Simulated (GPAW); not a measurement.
# NaI (Fm-3m) in GPAW: equation of state

Aim: energy against volume of NaI in PBE, for its equilibrium volume and stiffness.

All numbers are computed with GPAW 26.7.0; they aren't measurements. Logs are shortened: lines on timing, memory, paths and dates and some standing lists are left out, and cuts for length are marked. The log counts tension as positive stress, the text compression.

## Step 1: The structure

It takes space group Fm-3m (No. 225, cubic). The conventional cell has a = 6.473 Å, b = 6.473 Å, c = 6.473 Å, α = 90.00°, β = 90.00°, γ = 90.00°. I (site symmetry m-3m) has 6 Na at 3.24 Å as nearest neighbours. Around Na (site symmetry m-3m) lie 6 I at 3.24 Å.

## Step 2: Equation of state, PBE

Input file run.py:

```python
from ase.eos import EquationOfState
from ase.io import Trajectory, read
from ase.units import GPa
from gpaw import GPAW, PW

atoms = read('NaI.xyz')

traj = Trajectory('eos.traj', 'w')
volumes, energies = [], []
for x in [0.94, 0.96, 0.98, 1.0, 1.02, 1.04, 1.06]:
    a = atoms.copy()
    a.set_cell(atoms.cell * x**(1 / 3), scale_atoms=True)
    calc = GPAW(mode=PW(800),
                xc='PBE',
                kpts={'size': (7, 7, 7), 'gamma': True},
                occupations={'name': 'fermi-dirac', 'width': 0.05},
                nbands=15,
                convergence={'density': 1e-05, 'energy': 1e-05},
                maxiter=150,
                txt=f'eos-{x:.2f}.txt')
    a.calc = calc
    energies.append(a.get_potential_energy(force_consistent=True))
    volumes.append(a.get_volume())
    p = -a.get_stress()[:3].mean() / GPa
    calc.write(f'eos-{x:.2f}.gpw')
    traj.write(a)
    print(f'{x:.2f} {volumes[-1]:10.4f} A^3 {energies[-1]:14.6f} eV {p:9.3f} GPa', flush=True)

v0, e0, B = EquationOfState(volumes, energies, eos='birchmurnaghan').fit()
print(f'V0 = {v0:.4f} A^3, E0 = {e0:.6f} eV, B0 = {B / GPa:.2f} GPa')
```

Input file NaI.xyz:

```xyz
2
Lattice="0.0000000000 3.2364000000 3.2364000000 3.2364000000 0.0000000000 3.2364000000 3.2364000000 3.2364000000 0.0000000000" Properties=species:S:1:pos:R:3 pbc="T T T"
I      3.2364000000      3.2364000000      3.2364000000
Na     0.0000000000      0.0000000000      0.0000000000
```

Potentials or basis: GPAW PAW data sets (gpaw-data 1.2.1), pw.

Run with:

```sh
OMP_NUM_THREADS=1 python run.py
```

Output:

```text
__  _  _
 | _ |_)|_||  |
 |__||  | ||/\| - 26.7.0

Input parameters:
  mode=PW(ecut=800.0),
  convergence={'density': 1e-05, 'energy': 1e-05},
  kpts=MonkhorstPack(size=(7, 7, 7), gamma=True),
  maxiter=150,
  nbands=15,
  occupations=Occupations(name='fermi-dirac', width=0.05),
  xc=XC(name='PBE')

Diagonalizing LCAO Hamiltonian
Converting LCAO to pw mode

                 I

       Na

Atoms  # Å, Bohr magnetons
|   | symbol |        x |        y |        z |    initial magnetic moments |
|---|--------|----------|----------|----------|-----------------------------|
| 0 |      I | 3.192660 | 3.192660 | 3.192660 | ( 0.0000,  0.0000,  0.0000) |
| 1 |     Na | 0.000000 | 0.000000 | 0.000000 | ( 0.0000,  0.0000,  0.0000) |

Unit cell  # Å
| periodic |        x |        y |        z |  lengths |    angles |
|----------|----------|----------|----------|----------|-----------|
|      yes | 0.000000 | 3.192660 | 3.192660 | 4.515102 | 60.000000 |
|      yes | 3.192660 | 0.000000 | 3.192660 | 4.515102 | 60.000000 |
|      yes | 3.192660 | 3.192660 | 0.000000 | 4.515102 | 60.000000 |

Number of symmetries: 48
Symmetry operations  # r_c * U_cc + t_c -> r_c
|    | kind |            matrix            |
|----|------|------------------------------|
|  0 |  σ   |  1, 0, 0,  1, 0,-1,  1,-1, 0 |
|  1 |  C2  |  1, 0, 0,  1,-1, 0,  1, 0,-1 |
|  2 |  E   |  1, 0, 0,  0, 1, 0,  0, 0, 1 |
|  3 |  σ   |  1, 0, 0,  0, 0, 1,  0, 1, 0 |
|  4 |  C4  |  1, 0,-1,  1, 0, 0,  1,-1, 0 |
|  5 |  S6  |  1, 0,-1,  1,-1, 0,  1, 0, 0 |
|  6 |  σ   |  1, 0,-1,  0, 1,-1,  0, 0,-1 |
|  7 |  C3  |  1, 0,-1,  0, 0,-1,  0, 1,-1 |
|  8 |  S6  |  1,-1, 0,  1, 0, 0,  1, 0,-1 |
|  9 |  C4  |  1,-1, 0,  1, 0,-1,  1, 0, 0 |
| 10 |  C3  |  1,-1, 0,  0,-1, 1,  0,-1, 0 |
| 11 |  σ   |  1,-1, 0,  0,-1, 0,  0,-1, 1 |
| 12 |  σ   |  0, 1, 0,  1, 0, 0,  0, 0, 1 |
| 13 |  C4  |  0, 1, 0,  0, 1,-1, -1, 1, 0 |
| 14 |  C3  |  0, 1, 0,  0, 0, 1,  1, 0, 0 |
| 15 |  S6  |  0, 1, 0, -1, 1, 0,  0, 1,-1 |
| 16 |  C2  |  0, 1,-1,  1, 0,-1,  0, 0,-1 |
| 17 |  σ   |  0, 1,-1,  0, 1, 0, -1, 1, 0 |
| 18 |  S4  |  0, 1,-1,  0, 0,-1,  1, 0,-1 |
| 19 |  C4  |  0, 1,-1, -1, 1, 0,  0, 1, 0 |
| 20 |  C3  |  0, 0, 1,  1, 0, 0,  0, 1, 0 |
| 21 |  σ   |  0, 0, 1,  0, 1, 0,  1, 0, 0 |
| 22 |  S6  |  0, 0, 1,  0,-1, 1, -1, 0, 1 |
| 23 |  C4  |  0, 0, 1, -1, 0, 1,  0,-1, 1 |
| 24 |  S4  |  0, 0,-1,  1, 0,-1,  0, 1,-1 |
| 25 |  C3  |  0, 0,-1,  0, 1,-1,  1, 0,-1 |
| 26 |  C2  |  0, 0,-1,  0,-1, 0, -1, 0, 0 |
| 27 |  S6  |  0, 0,-1, -1, 0, 0,  0,-1, 0 |
| 28 |  S4  |  0,-1, 1,  1,-1, 0,  0,-1, 0 |
| 29 |  C4  |  0,-1, 1,  0, 0, 1, -1, 0, 1 |
| 30 |  C2  |  0,-1, 1,  0,-1, 0,  1,-1, 0 |
| 31 |  σ   |  0,-1, 1, -1, 0, 1,  0, 0, 1 |
| 32 |  C3  |  0,-1, 0,  1,-1, 0,  0,-1, 1 |
| 33 |  S6  |  0,-1, 0,  0, 0,-1, -1, 0, 0 |
| 34 |  S4  |  0,-1, 0,  0,-1, 1,  1,-1, 0 |
| 35 |  C2  |  0,-1, 0, -1, 0, 0,  0, 0,-1 |
| 36 |  C2  | -1, 1, 0,  0, 1, 0,  0, 1,-1 |
| 37 |  S6  | -1, 1, 0,  0, 1,-1,  0, 1, 0 |
| 38 |  S4  | -1, 1, 0, -1, 0, 1, -1, 0, 0 |
| 39 |  C3  | -1, 1, 0, -1, 0, 0, -1, 0, 1 |
| 40 |  S6  | -1, 0, 1,  0, 0, 1,  0,-1, 1 |
| 41 |  C2  | -1, 0, 1,  0,-1, 1,  0, 0, 1 |
| 42 |  C3  | -1, 0, 1, -1, 1, 0, -1, 0, 0 |
| 43 |  S4  | -1, 0, 1, -1, 0, 0, -1, 1, 0 |
| 44 |  C2  | -1, 0, 0,  0, 0,-1,  0,-1, 0 |
| 45 |  i   | -1, 0, 0,  0,-1, 0,  0, 0,-1 |
| 46 |  σ   | -1, 0, 0, -1, 1, 0, -1, 0, 1 |
| 47 |  C2  | -1, 0, 0, -1, 0, 1, -1, 1, 0 |

BZ-sampling:
  Number of BZ points: 343
  Number of IBZ points: 20

  Monkhorst-Pack size: [7, 7, 7]
  Monkhorst-Pack shift: [0, 0, 0]

K-points  # in reciprocal-cell coordinates
|     |                                coordinates |     weight |
|-----|--------------------------------------------|------------|
|   0 | (  0.00000000,   0.00000000,   0.00000000) | 0.00291545 |
|   1 | (  0.14285714,   0.14285714,   0.00000000) | 0.01749271 |
|   2 | (  0.14285714,   0.14285714,   0.14285714) | 0.02332362 |
|   3 | (  0.28571429,   0.14285714,   0.14285714) | 0.03498542 |
|   4 | (  0.28571429,   0.28571429,   0.00000000) | 0.01749271 |
|   5 | (  0.28571429,   0.28571429,   0.14285714) | 0.06997085 |
|   6 | (  0.28571429,   0.28571429,   0.28571429) | 0.02332362 |
|   7 | (  0.42857143,  -0.28571429,  -0.28571429) | 0.03498542 |
|   8 | (  0.42857143,   0.28571429,  -0.42857143) | 0.13994169 |
|   9 | (  0.42857143,   0.28571429,  -0.28571429) | 0.06997085 |
| ... |                                            |            |
|  19 | (  0.42857143,   0.42857143,   0.42857143) | 0.02332362 |

Plane wave coefficients: 3383
Cutoff: 800.0 eV

Spin-components: 1 (collinear spins)
Bands:           15
Projectors:      10
Spin-degeneracy: 2
Datatype:        complex128

Density:
  Valence electrons: 14.0
  Components: 1
  Grid points: [30 30 30]
  Charge: 0.0  # |e|

Potential:
  Grid points: [30 30 30]

species:
  I:
    name:    Iodine
    Z:       53.0
    valence: 7
    core:    46
    charge:  0.0  # [|e|]
    compensation charges:
      type: gauss
      rc: 0.37  # [Å]
      lmax: 2
    cutoffs:
      filter: 2.06  # [Å]
      core: 2.90  # [Å]
    projectors
    | kind |    occ | energy [eV] | rcut [Å] |
    |------|--------|-------------|----------|
    |   5s |  2.000 |     -17.382 |    1.164 |
    |   5p |  5.000 |      -7.088 |    1.164 |
    |    s |        |       9.829 |    1.164 |
    |    p |        |      20.123 |    1.164 |
    |    d |        |       0.000 |    1.164 |

    Using partial waves for I as LCAO basis

  Na:
    name:    Sodium
    Z:       11.0
    valence: 7
    core:    4
    charge:  0.0  # [|e|]
    compensation charges:
      type: gauss
      rc: 0.37  # [Å]
      lmax: 2
    cutoffs:
      filter: 2.17  # [Å]
      core: 2.59  # [Å]
    projectors
    | kind |    occ | energy [eV] | rcut [Å] |
    |------|--------|-------------|----------|
    |   3s |  1.000 |      -2.744 |    1.201 |
    |   2p |  6.000 |     -28.672 |    1.217 |
    |   3p |  0.000 |      -0.743 |    1.217 |
    |    s |        |      24.468 |    1.201 |
    |    d |        |       0.000 |    1.238 |

    Using partial waves for Na as LCAO basis

Reference energy: -197959.406164  # eV

eigensolver:
  PPCG
  Converge bands: occupied
  niter=2

density mixing:
  MSR1-Mixer
  Pratt-step length: 0.05
  Maximum mixing coefficient: 0.75
  Old densities: 10
  SVD Regularization: 0.005
  Good broyden scale: 1.0
  Trust region scale: 1.0
  Backstep threshold: 4.0
  History deletion threshold: 6.0
  Fourier metric: weight=20.0, sigma=0.015

occupation numbers:
  Fermi-Dirac:
    width: 0.0500  # eV

poisson solver:
  ecut: 6400.0  # eV

xc functional:
[... 9 lines left out ...]
|iter     | |      energy | eigst |  dens |
|---------|-|-------------|-------|-------|
|iter:   1| |   -5.377878 | -1.00 |       |
|iter:   2| |   -5.375641 | -3.25 | -1.43 |
|iter:   3| |   -5.370836 | -2.83 | -1.46 |
|iter:   4| |   -5.373606 | -4.00 | -2.01 |
|iter:   5| |   -5.373930 | -5.02 | -2.62 |
|iter:   6| |   -5.373948 | -6.09 | -3.33 |
|iter:   7| |   -5.373948c| -7.77c| -4.37 |
|iter:   8| |   -5.373948c| -8.29c| -5.04c|

Converged in 8 steps
Energy contributions relative to reference atoms: (reference = -197959.406164)

Energy contributions:
  Kinetic:          10.459860
  Coulomb:         -10.095233
  Zero:             -0.047077
  External:          0.000000
  Xc:               -5.691498
  Entropy:          -0.000000
  Spinorbit:         0.000000
  ----------------------------
  Free energy:      -5.373948
  Extrapolated:     -5.373948

dipole moment: (-5.960580, -5.960580, -5.960580)  # |e|*Ang

Fermi level: 2.693
Eigenvalues  # (at kpt = [0.000, 0.000, 0.000])
| band index |      eig [eV] | occ [0-2] |
|------------|---------------|-----------|
|          0 |       -21.403 |     2.000 |
|          1 |       -21.403 |     2.000 |
|          2 |       -21.403 |     2.000 |
|          3 |       -10.106 |     2.000 |
|          4 |         0.995 |     2.000 |
|          5 |         0.995 |     2.000 |
|          6 |         0.995 |     2.000 |
|          7 |         4.767 |     0.000 |
|          8 |         8.961 |     0.000 |
|          9 |         8.961 |     0.000 |
|         10 |         8.961 |     0.000 |
|         11 |        10.879 |     0.000 |
|         12 |        10.879 |     0.000 |
|         13 |        11.610 |     0.000 |
|         14 |        12.890 |     0.000 |

Gap: 3.772 eV
Transition (v -> c):
  (s=0, k=0, n=6, [0.00, 0.00, 0.00]) -> (s=0, k=0, n=7, [0.00, 0.00, 0.00])
No difference between direct/indirect transitions

Stress tensor  # eV/Ang^3
|         x |         y |         z |
|-----------|-----------|-----------|
| -0.007497 |  0.000000 |  0.000000 |
|  0.000000 | -0.007497 |  0.000000 |
|  0.000000 |  0.000000 | -0.007497 |

# Writing to eos-0.96.gpw (mode='')
```

Run time: 1.9 min. Hardware: 1 thread of Arm Neoverse V1, shared host; peak memory 0.27 GiB.

Results:

- Equilibrium volume: 34.84 Å³/atom
- Bulk modulus: 15.0 GPa
- Pressure derivative of the bulk modulus: 4.7

Energy against volume, from the lowest point:
| volume (Å³/atom) | energy (meV/atom) |
| --- | --- |
| 31.865 | 14.01 |
| 32.543 | 7.98 |
| 33.221 | 3.76 |
| 33.899 | 1.16 |
| 34.577 | 0.00 |
| 35.255 | 0.13 |
| 35.933 | 1.42 |

The run has no spin-orbit coupling, so splittings on I are missing. Zero-point motion and thermal expansion aren't in these numbers.
